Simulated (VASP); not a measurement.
# Ti (P6/mmm) in VASP: further runs

Aim: see how the results for Ti move with the level of theory and the settings. Levels: PBE, r2SCAN, PBEsol. Tasks: single point, relaxation of cell and atoms.

All numbers are computed with VASP 6.6.1; they aren't measurements. Logs are shortened: lines on timing, memory, paths and dates and some standing lists are left out, and cuts for length are marked.

### 1 Starting point

Symmetry: P6/mmm, No. 191, hexagonal system. Conventional cell: a = 4.567 Å, b = 4.567 Å, c = 2.826 Å, α = 90.00°, β = 90.00°, γ = 120.00°. Ti (site symmetry -6m2) is surrounded by 11 Ti at 2.64 to 2.99 Å. Ti (site symmetry 6/mmm) has 14 Ti at 2.83 to 2.99 Å as nearest neighbours.

This isn't the form of Ti at room conditions, which is hcp.

### 2 Single point, PBE

Contents of INCAR:

```
SYSTEM = Ti
PREC     = Accurate       ! precision mode
ENCUT    = 500            ! plane-wave cutoff, eV
EDIFF    = 1E-4           ! SCF threshold, eV
ISMEAR   = 0              ! smearing method
SIGMA    = 0.15           ! smearing width, eV
LREAL    = .False.        ! projectors in reciprocal space
LASPH    = .True.         ! aspherical terms in the spheres
NELM     = 100            ! most SCF steps
ALGO     = Normal         ! electronic algorithm
ISIF     = 2              ! what is computed and relaxed
LWAVE    = .False.        ! write WAVECAR
LCHARG   = .False.        ! write CHGCAR
GGA      = PE             ! functional
NBANDS   = 13             ! bands
ADDGRID  = .False.
```

Contents of KPOINTS:

```
Automatic mesh
0
Gamma
  12 12 17
  0 0 0
```

Contents of POSCAR:

```
Ti
1.0
    4.5673748306      0.0000000000      0.0000000000
   -2.2836874153      3.9554626319      0.0000000000
    0.0000000000      0.0000000000      2.8262442700
Ti
3
Direct
    0.6666666667      0.3333333333      0.5000000000
    0.3333333333      0.6666666667      0.5000000000
    0.0000000000      0.0000000000      0.0000000000
```

Potentials or basis: VASP PAW PBE potentials, release 64 (Ti).

Command:

```bash
> cat potpaw_PBE.64/Ti/POTCAR > POTCAR
> mpirun -np 1 vasp_std > vasp.out
```

OUTCAR:

```text
SYSTEM = Ti
   PREC = Accurate
   ENCUT = 500
   EDIFF = 1E-4
   ISMEAR = 0
   LREAL = .False.
   LASPH = .True.
   NELM = 100
   ISIF = 2
   GGA = PE

 Found    171 irreducible k-points:

 Following reciprocal coordinates:
            Coordinates               Weight
  0.000000  0.000000  0.000000      1.000000
  0.083333  0.000000  0.000000      6.000000
  0.166667  0.000000  0.000000      6.000000
  0.250000  0.000000  0.000000      6.000000
  0.333333  0.000000  0.000000      6.000000
  0.416667  0.000000  0.000000      6.000000
   k-points           NKPTS =    171   k-points in BZ     NKDIM =    171   number of bands    NBANDS=     13
   number of dos      NEDOS =    301   number of ions     NIONS =      3
   total plane-waves  NPLWV =  31104
   dimension x,y,z NGX =    36 NGY =   36 NGZ =   24
   dimension x,y,z NGXF=    72 NGYF=   72 NGZF=   48
   ions per type =               3
   NGX,Y,Z   is equivalent  to a cutoff of  13.10, 13.10, 14.12 a.u.
   NGXF,Y,Z  is equivalent  to a cutoff of  26.21, 26.21, 28.23 a.u.
 SYSTEM =  Ti
   PREC   = accura    normal or accurate (medium, high low for compatibility)
   ISTART =      0    job   : 0-new  1-cont  2-samecut
   ICHARG =      2    charge: 1-file 2-atom 10-const
   ISPIN  =      1    spin polarized calculation?
   LNONCOLLINEAR =      F non collinear calculations
   LSORBIT =      F    spin-orbit coupling
   LASPH  =      T    aspherical Exc in radial PAW
   ENCUT  =  500.0 eV  36.75 Ry    6.06 a.u.   8.33  8.33  5.15*2*pi/ulx,y,z
   NELM   =    100;   NELMIN=  2; NELMDL= -5     # of ELM steps
   EDIFF  = 0.1E-03   stopping-criterion for ELM
   LREAL  =      F    real-space projection
   EDIFFG = 0.1E-02   stopping-criterion for IOM
   NSW    =      0    number of steps for IOM
   IBRION =     -1    ionic relax: 0-MD 1-quasi-New 2-CG
   NFREE  =      0    steps in history (QN), initial steepest desc. (CG)
   ISIF   =      2    stress and relaxation
   ISYM   =      2    0-nonsym 1-usesym 2-fastsym
   POTIM  = 0.5000    time-step for ionic-motion
   TEBEG  =    0.0;   TEEND  =   0.0 temperature during run
   PSTRESS=    0.0 pullay stress
   NELECT =      12.0000    total number of electrons
   NUPDOWN=      -1.0000    fix difference up-down
   EMIN   =  10.00;   EMAX   =-10.00  energy-range for DOS
   EFERMI =   0.00;   METHOD = LEGACY
   ISMEAR =     0;   SIGMA  =   0.15  broadening in eV -4-tet -1-fermi 0-gaus
   EFERMI_NEDOS =   21; number of points for ismear=-14 and -15
   IALGO  =     38    algorithm
   IMIX   =      4    mixing-type and parameters
     AMIX     =   0.40;   BMIX     =  1.00
     AMIX_MAG =   1.60;   BMIX_MAG =  1.00
  volume/ion in A,a.u.               =      17.02       114.85
  Fermi-wavevector in a.u.,A,eV,Ry     =   1.010285  1.909162 13.887145  1.020676
  Thomas-Fermi vector in A             =   2.143265
   LORBIT       =      0    0 simple, 1 ext, 2 COOP (PROOUT), +10 PAW based schemes
   GGA     = PE    functional components
   LHFCALC =     F    Hartree Fock is set to
   AEXX    =    0.0000 exact exchange contribution
   IVDW    =     0    specifies the selected vdW correction
   LEPSILON=     F    determine dielectric tensor
   LRPA    =     F    only Hartree local field effects (RPA)
 non-spin polarized calculation
 Gauss-broadening in eV      SIGMA  =   0.15
  energy-cutoff  :      500.00
  volume of cell :       51.06
 maximum number of plane-waves:      1325
 NGX is ok and might be reduce to    36

 number of electron      12.0000000 magnetization

 Free energy of the ion-electron system (eV)
  ---------------------------------------------------
  ext. energy  EPLUGINS =         0.00000000
  ---------------------------------------------------
  free energy    TOTEN  =       -23.34235232 eV

  energy without entropy =      -23.31022805  energy(sigma->0) =      -23.32629018

 E-fermi :   3.0478     XC(G=0): -11.1543

 val. band max:        3.0423153643   @ k =   0.0000   0.0000   0.0000
 cond. band min:       3.0573271487   @ k =   0.2500   0.1667   0.0000
 fundamental gap:      0.0150117844
 Fermi energy:         3.0478235145

 k-point     1 :       0.0000    0.0000    0.0000
  band No.  band energies     occupation
      1      -2.9673      2.00000
      2       1.1175      2.00000
      3       2.3482      2.00000
      4       2.3482      2.00000
      5       2.4467      2.00000
      6       2.4467      2.00000
      7       3.0423      1.04142
      8       3.7214      0.00000
      9       4.3193      0.00000
     10       4.3193      0.00000
     11       4.8355      0.00000
     12       4.8761      0.00000
     13       4.9451      0.00000

 k-point     2 :       0.0833    0.0000    0.0000
  band No.  band energies     occupation
      1      -2.8863      2.00000
      2       1.1236      2.00000
      3       2.0832      2.00000
      4       2.2534      2.00000
      5       2.4263      2.00000
      6       2.6257      1.99993
      7       3.1410      0.37994
      8       3.7352      0.00000
      9       4.2642      0.00000
     10       4.3812      0.00000
     11       4.6558      0.00000
     12       4.6793      0.00000
     13       5.1412      0.00000

 k-point     3 :       0.1667    0.0000    0.0000
  band No.  band energies     occupation
      1      -2.6474      2.00000
      2       1.0935      2.00000
      3       1.7112      2.00000
      4       2.2077      2.00000
      5       2.2162      2.00000
      6       2.9168      1.78343
      7       3.2678      0.03806
      8       3.7469      0.00000
      9       4.1088      0.00000
     10       4.4570      0.00000
     11       4.5520      0.00000
     12       4.5568      0.00000
     13       5.3882      0.00000
[... 17 lines left out ...]
 k-point     5 :       0.3333    0.0000    0.0000
  band No.  band energies     occupation
      1      -1.7552      2.00000
      2       0.6197      2.00000
      3       0.8800      2.00000
      4       2.1740      2.00000
      5       2.3633      2.00000
      6       3.1539      0.31744
      7       3.4597      0.00010
      8       3.6626      0.00000
      9       3.7728      0.00000
     10       4.1677      0.00000
     11       4.5876      0.00000
     12       5.1124      0.00000
     13       5.6779      0.00000

 k-point     6 :       0.4167    0.0000    0.0000
  band No.  band energies     occupation
      1      -1.1546      2.00000
      2       0.1477      2.00000
      3       0.5480      2.00000
      4       2.4047      2.00000
      5       2.5322      2.00000
      6       2.9437      1.67354
      7       3.2516      0.05474
      8       3.6015      0.00000
      9       4.0244      0.00000
     10       4.0913      0.00000
     11       4.7449      0.00000
     12       5.3258      0.00000
     13       5.4476      0.00000

 [... further k-points ...]
[... 5 lines left out ...]
  --------------------------------------------------------------------------------------
  -------------------------------------------------------------------------------------
  Total       -0.3642670     -0.3642670     -0.3456460      0.0000000      0.0000000     -0.0000000
  in kB      -11.4302763    -11.4302763    -10.8459706      0.0000000      0.0000000     -0.0000000
  external PRESSURE =     -11.2355077 kB  Pullay stress =       0.0000000 kB

 VOLUME and BASIS-vectors are now :
 -----------------------------------------------------------------------------
  energy-cutoff  :      500.00
  volume of cell :       51.06
      direct lattice vectors                 reciprocal lattice vectors
     4.567374831  0.000000000  0.000000000     0.218944150  0.126407464  0.000000000
    -2.283687415  3.955462632  0.000000000     0.000000000  0.252814928  0.000000000
     0.000000000  0.000000000  2.826244270     0.000000000  0.000000000  0.353826458

 POSITION                                       TOTAL-FORCE (eV/Angst)
 -----------------------------------------------------------------------------------
      2.28369      1.31849      1.41312         0.000000      0.000000      0.000000
     -0.00000      2.63698      1.41312        -0.000000     -0.000000      0.000000
      0.00000      0.00000      0.00000        -0.000000      0.000000      0.000000
 -----------------------------------------------------------------------------------
    total drift:                                0.000000      0.000000     -0.000000

  FREE ENERGIE OF THE ION-ELECTRON SYSTEM (eV)
  ---------------------------------------------------
  free  energy   TOTEN  =       -23.3423523223 eV

  energy  without entropy=      -23.3102280463  energy(sigma->0) =      -23.32629018
```

stdout:

```text
POSCAR found type information on POSCAR Ti
 POSCAR found :  1 types and       3 ions
 scaLAPACK will be used
 LDA part: xc-table for (Slater+PW92), standard interpolation
 POSCAR, INCAR and KPOINTS ok, starting setup
 FFT: planning ... GRIDC
 FFT: planning ... GRID_SOFT
 FFT: planning ... GRID
 WAVECAR not read
 entering main loop
```

Wall time 67 s (1 thread of Intel Xeon Platinum 8488C (Sapphire Rapids), shared host); peak memory 0.24 GiB.

The run converged, but some of its settings lie outside the range that counts as converged, so its numbers aren't taken as properties of the crystal.

Results:

```
Free energy            : -23.3424 eV
Pressure               : -1.1 GPa
Band gap on the k mesh : none (metal or under the smearing width)
```

### 3 Single point, PBE

INCAR is that of step 2.

KPOINTS is that of step 2.

Contents of POSCAR:

```
Ti
1.0
    4.5673748306      0.0000000000      0.0000000000
   -2.2836874153      3.9554626319      0.0000000000
    0.0000000000      0.0000000000      2.8262442700
Ti
3
Direct
    0.6535550000      0.3369470000      0.4982190000
    0.3492570000      0.6782810000      0.5288300000
    0.0014220000     -0.0021490000     -0.0037100000
```

Potentials or basis: VASP PAW PBE potentials, release 64 (Ti).

Command:

```bash
> cat potpaw_PBE.64/Ti/POTCAR > POTCAR
> mpirun -np 1 vasp_std > vasp.out
```

Run time: 7.5 min. Hardware: 1 thread of Intel Xeon Platinum 8488C (Sapphire Rapids), shared host; peak memory 0.73 GiB.

These settings aren't checked as converged: the numbers below hold their error.

What came out:

- Free energy: -23.3116 eV
- Pressure: -0.8 GPa
- Largest force: 0.372 eV/Å
- Band gap on the k mesh: none (metal or under the smearing width)

### 4 Single point, PBE

INCAR: that of step 3 with these lines changed.

```diff
@@ -2,4 +2,4 @@
 PREC     = Accurate       ! precision mode
-ENCUT    = 500            ! plane-wave cutoff, eV
-EDIFF    = 1E-4           ! SCF threshold, eV
+ENCUT    = 400            ! plane-wave cutoff, eV
+EDIFF    = 1E-6           ! SCF threshold, eV
 ISMEAR   = 0              ! smearing method
```

Contents of KPOINTS:

```
Automatic mesh
0
Gamma
  14 14 20
  0 0 0
```

Contents of POSCAR:

```
Ti
1.0
    4.5673748306      0.0000000000      0.0000000000
   -2.2836874153      3.9554626319      0.0000000000
    0.0000000000      0.0000000000      2.8262442700
Ti
3
Direct
    0.6666666667      0.3333333333      0.5000000000
    0.3333333333      0.6666666667      0.5000000000
    0.0000000000      0.0000000000      0.0000000000
```

Command:

```bash
> cat potpaw_PBE.64/Ti/POTCAR > POTCAR
> mpirun -np 1 vasp_std > vasp.out
```

It took 65 s on 1 thread of Intel Xeon Platinum 8488C (Sapphire Rapids), shared host; peak memory 0.22 GiB.

The run converged, but some of its settings lie outside the range that counts as converged, so its numbers aren't taken as properties of the crystal.

Results:

```
Free energy            : -23.3424 eV
Pressure               : -1.1 GPa
Band gap on the k mesh : none (metal or under the smearing width)
```

### 5 Relaxation of cell and atoms, r2SCAN

Contents of INCAR:

```
SYSTEM = Ti
PREC = Accurate ; ENCUT = 600
EDIFF = 1E-7 ; ISMEAR = -1
SIGMA = 0.05 ; LREAL = .False.
LASPH = .True. ; NELM = 60
ALGO = Normal ; ISIF = 3
LWAVE = .False. ; LCHARG = .False.
METAGGA = R2SCAN ; LMIXTAU = .True.
IBRION = 2 ; NSW = 60
EDIFFG = -0.01
```

Contents of KPOINTS:

```
Automatic mesh
0
Gamma
  6 6 8
  0 0 0
```

POSCAR is that of step 4.

Potentials or basis: VASP PAW PBE potentials, release 64 (Ti_sv).

Command:

```bash
> cat potpaw_PBE.64/Ti_sv/POTCAR > POTCAR
> mpirun -np 1 vasp_std > vasp.out
```

Run time: 4.8 min. Hardware: 1 thread of Intel Xeon 6975P-C (Granite Rapids), shared host; peak memory 0.2 GiB.

Results (log left out):

```
Free energy                            : -38.9059 eV
Relaxed volume                         : 17.10 Å³/atom
Relaxed cell                           : a = 4.577 Å, b = 4.577 Å, c = 2.827 Å, α = 90.00°, β = 90.00°, γ = 120.00°
Space group after relaxing (to 0.05 Å) : P6/mmm (No. 191)
Energy gained by relaxing              : 0.1 meV/atom
Ionic steps                            : 5
Pressure after relaxing                : 0.0 GPa
Band gap on the k mesh                 : none (metal or under the smearing width)
```

The path:
```tsv
step	energy change (eV)	largest force (eV/Å)	pressure (GPa)	volume (Å³)
1	0.0000	0.0000	0.52	51.06
2	-0.0002	0.0000	-0.43	51.47
3	-0.0004	0.0000	-0.01	51.29
4	-0.0004	0.0000	-0.04	51.30
5	-0.0004	0.0000	-0.02	51.29
```

Final structure:
```yaml
crystal:
  lattice:
    - [4.57720, 0.00000, 0.00000]
    - [-2.28860, 3.96397, 0.00000]
    - [0.00000, 0.00000, 2.82695]
  atoms:
    - { symbol: Ti, position: [0.66667, 0.33333, 0.50000] }
    - { symbol: Ti, position: [0.33333, 0.66667, 0.50000] }
    - { symbol: Ti, position: [0.00000, 0.00000, 0.00000] }
```

Levels at points of the mesh, in eV from the Fermi level:
| k point | band 14 | band 15 | band 16 | band 17 | band 18 | band 19 | band 20 | band 21 | band 22 |
| --- | --- | --- | --- | --- | --- | --- | --- | --- | --- |
| (0.00, 0.00, 0.00) | -2.02 | -0.80 | -0.80 | -0.77 | -0.77 | 0.01 | 0.81 | 1.43 | 1.43 |
| (0.50, 0.00, 0.00) | -3.87 | -2.76 | -0.42 | -0.35 | -0.35 | 0.09 | 0.62 | 0.91 | 1.16 |
| (0.00, 0.00, 0.50) | -2.19 | -2.19 | -1.98 | -1.78 | -1.78 | 1.12 | 1.12 | 1.38 | 1.38 |
| (0.50, 0.00, 0.50) | -2.25 | -1.82 | -1.27 | -0.85 | -0.75 | 0.46 | 0.90 | 0.92 | 1.15 |

Caveat: the PAW data sets were made with another functional, which shifts forces and pressure a little.

### 6 Relaxation of cell and atoms, PBEsol

Contents of INCAR:

```
SYSTEM = Ti
PREC     = Accurate       ! precision mode
ENCUT    = 600            ! plane-wave cutoff, eV
EDIFF    = 1E-6           ! SCF threshold, eV
ISMEAR   = -1             ! smearing method
SIGMA    = 0.05           ! smearing width, eV
LREAL    = .False.        ! projectors in reciprocal space
LASPH    = .True.         ! aspherical terms in the spheres
NELM     = 60             ! most SCF steps
ALGO     = Normal         ! electronic algorithm
ISIF     = 3              ! what is computed and relaxed
LWAVE    = .False.        ! write WAVECAR
LCHARG   = .False.        ! write CHGCAR
GGA      = PS             ! functional
IBRION   = 2              ! ionic algorithm
NSW      = 40             ! ionic steps
EDIFFG   = -0.005         ! ionic threshold
```

Contents of KPOINTS:

```
regular mesh
0
Gamma
  6 6 8
  0 0 0
```

POSCAR is that of step 5.

Potentials or basis: VASP PAW PBE potentials, release 64 (Ti_sv).

Command:

```bash
> cat potpaw_PBE.64/Ti_sv/POTCAR > POTCAR
> mpirun -np 1 vasp_std > vasp.out
```

Wall time 2.2 min (1 thread of AMD EPYC 9R45 (Zen 5), shared host); peak memory 0.16 GiB.

Results (log left out):

```yaml
Free_energy: -25.0617 eV
Relaxed_volume: 16.45 Å³/atom
Relaxed_cell: a = 4.514 Å, b = 4.514 Å, c = 2.797 Å, α = 90.00°, β = 90.00°, γ = 120.00°
Space_group_after_relaxing_to_0.05_Å: P6/mmm (No. 191)
Energy_gained_by_relaxing: 6.8 meV/atom
Ionic_steps: 7
Pressure_after_relaxing: 0.0 GPa
Band_gap_on_the_k_mesh: none (metal or under the smearing width)
```

Step by step:
```csv
step,energy change (eV),largest force (eV/Å),pressure (GPa),volume (Å³)
1,0.0000,0.0000,-3.73,51.06
2,-0.0094,0.0000,3.03,48.18
3,-0.0204,0.0000,0.03,49.37
4,-0.0204,0.0000,-0.06,49.40
5,-0.0205,0.0000,-0.08,49.40
6,-0.0205,0.0000,-0.07,49.40
7,-0.0205,0.0000,0.03,49.35
```

Final structure:
```cif
data_structure
_symmetry_space_group_name_H-M 'P 1'
_symmetry_Int_Tables_number 1
_cell_length_a 4.5137
_cell_length_b 4.5137
_cell_length_c 2.7968
_cell_angle_alpha 90.000
_cell_angle_beta 90.000
_cell_angle_gamma 120.000
_cell_volume 49.35
loop_
_atom_site_label
_atom_site_type_symbol
_atom_site_fract_x
_atom_site_fract_y
_atom_site_fract_z
_atom_site_occupancy
Ti1 Ti 0.66667 0.33333 0.50000 1
Ti2 Ti 0.33333 0.66667 0.50000 1
Ti3 Ti 0.00000 0.00000 0.00000 1
```

Levels at points of the mesh, in eV from the Fermi level:
```csv
k point,band 14,band 15,band 16,band 17,band 18,band 19,band 20,band 21,band 22
"(0.00, 0.00, 0.00)",-2.07,-0.71,-0.71,-0.62,-0.62,-0.02,0.70,1.34,1.34
"(0.50, 0.00, 0.00)",-3.58,-2.73,-0.46,-0.44,-0.38,0.05,0.55,1.05,1.25
"(0.00, 0.00, 0.50)",-2.22,-2.22,-1.73,-1.71,-1.71,1.09,1.09,1.30,1.30
"(0.50, 0.00, 0.50)",-2.18,-1.79,-1.24,-0.69,-0.67,0.35,0.84,1.03,1.10
```

Caveat: the PAW data sets were made with another functional, which shifts forces and pressure a little.

### 7 For comparison

An earlier run on the cell as given: functional PBEsol; potentials or basis VASP PAW PBE potentials, release 64 (Ti_sv); cutoff 520 eV; k mesh 7 × 7 × 9; occupations fermi-dirac, width 0.05 eV; no spin polarisation.

* Pressure: -3.9 GPa
* Band gap on the k mesh: none (metal or under the smearing width)

### 8 The runs side by side

| task | level | cell | k mesh | cutoff (eV) | ladder | gap on the mesh (eV) | pressure (GPa) | relaxed volume (Å³/atom) |
| --- | --- | --- | --- | --- | --- | --- | --- | --- |
| relaxation of cell and atoms | r2SCAN | relaxed | 6 × 6 × 8 | 600 | gaps | none | 0.0 | 17.10 |
| relaxation of cell and atoms | PBEsol | relaxed | 6 × 6 × 8 | 600 | gaps | none | 0.0 | 16.45 |
| single point | PBEsol | as given | 7 × 7 × 9 | 520 | free | none | -3.9 | - |

Some of these runs hold the atoms at other places in the same cell, which the table doesn't show; runs alike in all that it shows share one row.

Alike in all rows: potentials or basis VASP PAW PBE potentials, release 64 (Ti_sv); no spin polarisation; smearing fermi-dirac 0.05 eV.

Caveats: the PAW data sets were made with another functional, which shifts forces and pressure a little.

Absolute energies hang on the potentials; compare differences alone.
